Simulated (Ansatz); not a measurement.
Runs of Ansatz 0.2.0 on Pd. The structure is cubic, space group Fm-3m (No. 225). Conventional cell: a = 3.893 Å, b = 3.893 Å, c = 3.893 Å, α = 90.00°, β = 90.00°, γ = 90.00°. Pd (site symmetry m-3m) has 12 Pd at 2.75 Å as nearest neighbours. 

| task | level | potentials or basis | spin | cell | k mesh | cutoff (eV) | smearing | gap on the mesh (eV) | pressure (GPa) | relaxed volume (Å³/atom) |
| --- | --- | --- | --- | --- | --- | --- | --- | --- | --- | --- |
| relaxation of cell and atoms | revPBE | all-electron LAPW, scalar-relativistic | off | relaxed | 12 × 12 × 12 | - | fermi-dirac 0.05 eV | - | 0.0 | (c) |
| band structure | LDA | all-electron LAPW, scalar-relativistic | non-collinear, ferromagnetic start | as given | 9 × 9 × 9 | 266 | gaussian 0.01 eV | - | -9.0 | - |
| elastic constants | LDA | all-electron LAPW, scalar-relativistic | off | as given | 9 × 9 × 9 | 285 | fermi-dirac 0.05 eV | none | -8.8 | - |
| relaxation of cell and atoms | PBEsol+D3(BJ) | all-electron LAPW, scalar-relativistic | off | relaxed | 12 × 12 × 12 | - | fermi-dirac 0.05 eV | - | 0.0 | 14.05 |
| band structure | PBEsol | all-electron LAPW, scalar-relativistic | off | as given | 12 × 12 × 12 | 266 | fermi-dirac 0.05 eV | - | (b) | - |
| single point | PBEsol+D4 | all-electron LAPW, relativistic spinors | SOC, no magnetisation | cell strained at random at fixed volume | 9 × 9 × 9 | 277 | tetrahedron | none | -5.2 | - |
| relaxation of cell and atoms | LDA | all-electron LAPW, scalar-relativistic | off | relaxed | 12 × 12 × 12 | - | fermi-dirac 0.05 eV | - | 0.0 | (a) |
| band structure | BLYP | all-electron LAPW, scalar-relativistic | off | as given | 12 × 12 × 12 | 266 | fermi-dirac 0.05 eV | - | 18.1 | - |

Alike in all rows: basis error allowed 0.001 eV/atom.

Question: Estimate the missing entries.

Answer: (a) 14.13; (b) -3.0; (c) 15.61.

Caveats: the k mesh is thin for a metal, which can move the energy by tens of meV per atom (some runs); the starting moments weren't kept (some runs); a metal's response needs a denser mesh (some runs); the cell is more than 3 GPa from zero pressure, which shifts response properties (some runs); elastic constants of metals need much finer meshes, so these are rough (some runs); pairwise dispersion overbinds metals, which lowers pressure and volume (some runs); with tetrahedron occupations forces and stress needn't match the slope of the energy (some runs).

A k mesh can miss the band edges, and rows without SOC leave out spin-orbit coupling on Pd.

A gap of «none» marks a metal or a gap under the smearing width.

Runs at the PBE level aren't shown here.
